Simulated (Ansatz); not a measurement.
Molecular dynamics on a 2×2×1 supercell (16 atoms) of LiCl (wurtzite), relaxed with r2SCAN. Forces come from r2SCAN in the plane-wave code Ansatz: a Langevin thermostat at fixed volume, 600 K, steps of 1 fs. Classical nuclei, no spin polarisation; a few dozen steps show the first response, not equilibrium. The structure comes from a prototype and may be hypothetical.

```yaml
crystal:
  lattice:
    - [7.7883681837, 1.0e-10, 0.0]
    - [-3.8941840919, 6.7449247011, 0.0]
    - [0.0, 0.0, 6.2244574578]
  atoms:
    - { symbol: Li, position: [0.1666666667, 0.3333333333, -0.0031270701] }
    - { symbol: Li, position: [0.3333333333, 0.1666666667, 0.4968729299] }
    - { symbol: Cl, position: [0.1666666667, 0.3333333333, 0.3781270701] }
    - { symbol: Cl, position: [0.3333333333, 0.1666666667, 0.8781270701] }
    - { symbol: Li, position: [0.1666666667, 0.8333333333, -0.0031270701] }
    - { symbol: Li, position: [0.3333333333, 0.6666666667, 0.4968729299] }
    - { symbol: Cl, position: [0.1666666667, 0.8333333333, 0.3781270701] }
    - { symbol: Cl, position: [0.3333333333, 0.6666666667, 0.8781270701] }
    - { symbol: Li, position: [0.6666666667, 0.3333333333, -0.0031270701] }
    - { symbol: Li, position: [0.8333333333, 0.1666666667, 0.4968729299] }
    - { symbol: Cl, position: [0.6666666667, 0.3333333333, 0.3781270701] }
    - { symbol: Cl, position: [0.8333333333, 0.1666666667, 0.8781270701] }
    - { symbol: Li, position: [0.6666666667, 0.8333333333, -0.0031270701] }
    - { symbol: Li, position: [0.8333333333, 0.6666666667, 0.4968729299] }
    - { symbol: Cl, position: [0.6666666667, 0.8333333333, 0.3781270701] }
    - { symbol: Cl, position: [0.8333333333, 0.6666666667, 0.8781270701] }
kpoints:
  mp_grid: { grid: [3, 3, 2] }
hamiltonian:
  xc: r2scan
scf:
  occupations: { method: fermi_dirac, width: 0.052 }
md:
  ensemble: nvt_langevin
  temperature: 600
  timestep: 1.0
  n_steps: 30
  initial_velocities: maxwell_boltzmann
  seed: 7632
```

Run as `ansatz run input.yaml --threads 4 --pin off --max-ram 3686MiB --backend cpu --events-out ev --progress --plain --runs-dir out`. Wall time 6.8 min on 4 threads of Intel(R) Xeon(R) Processor @ 2.50GHz (Skylake/Cascade Lake), on a shared host; peak host memory 1.4 GiB.

Q: How do temperature and energy develop?

A: The temperature starts at 562 K, is lowest at step 21 (216 K, 21 fs) and ends at 306 K. The thermostat hasn't had time to restore it. The atoms start on their lattice sites with kinetic energy alone, so much of it first passes into potential energy. By the last step the atoms have moved 0.17 Å in the root mean square, the drift of the whole cell taken out, 0.32 Å at most.
```csv
step,t (fs),T (K),free energy F from step 0 (meV/atom),kinetic energy (meV/atom),largest force (eV/Å)
0,0,562,0.0,72.7,0.00
1,1,520,0.2,67.2,0.07
2,2,474,0.8,61.2,0.14
3,3,465,1.6,60.0,0.20
4,4,446,2.8,57.7,0.25
5,5,466,4.3,60.3,0.31
6,6,457,6.0,59.1,0.36
7,7,435,8.0,56.2,0.41
8,8,426,10.2,55.0,0.46
9,9,417,12.5,53.9,0.50
10,10,385,14.9,49.7,0.55
11,11,375,17.5,48.4,0.59
12,12,340,20.2,44.0,0.63
13,13,339,22.9,43.9,0.67
14,14,303,25.5,39.2,0.70
15,15,291,28.0,37.6,0.74
16,16,291,30.4,37.6,0.78
17,17,259,32.6,33.4,0.81
18,18,263,34.7,34.0,0.85
19,19,256,36.8,33.2,0.89
20,20,248,38.7,32.0,0.92
21,21,216,40.3,27.9,0.94
22,22,235,41.6,30.4,0.95
23,23,238,42.4,30.8,0.97
24,24,260,43.0,33.6,0.98
25,25,263,43.3,34.0,0.98
26,26,283,43.4,36.6,0.97
27,27,292,43.3,37.8,0.96
28,28,293,42.9,37.9,0.93
29,29,294,42.4,38.0,0.89
30,30,306,41.6,39.5,0.88
```

Positions (Å) and forces (eV/Å) at step 30:
```
Li   0.062   2.250   0.152    -0.011  -0.012  -0.642
Li   2.028   1.223   3.090    -0.529  -0.031   0.232
Cl  -0.090   2.399   2.326     0.086  -0.154   0.573
Cl   1.871   1.009   5.522     0.361   0.152   0.015
Li  -1.937   5.446   0.153    -0.152   0.270  -0.454
Li   0.058   4.824   3.083    -0.210  -0.688   0.377
Cl  -1.890   5.693   2.400    -0.329   0.107   0.096
Cl  -0.056   4.489   5.489     0.240   0.052  -0.029
Li   4.017   2.320   0.090    -0.200  -0.175  -0.364
Li   5.799   0.949   2.985     0.246   0.568   0.275
Cl   3.891   2.322   2.430     0.261  -0.278  -0.247
Cl   5.933   1.070   5.408    -0.280   0.218   0.157
Li   2.025   5.690   0.157    -0.334  -0.020  -0.781
Li   4.038   4.421   3.204    -0.007   0.363  -0.296
Cl   1.982   5.563   2.309     0.426  -0.045   0.401
Cl   3.723   4.562   5.368     0.433  -0.327   0.688
```
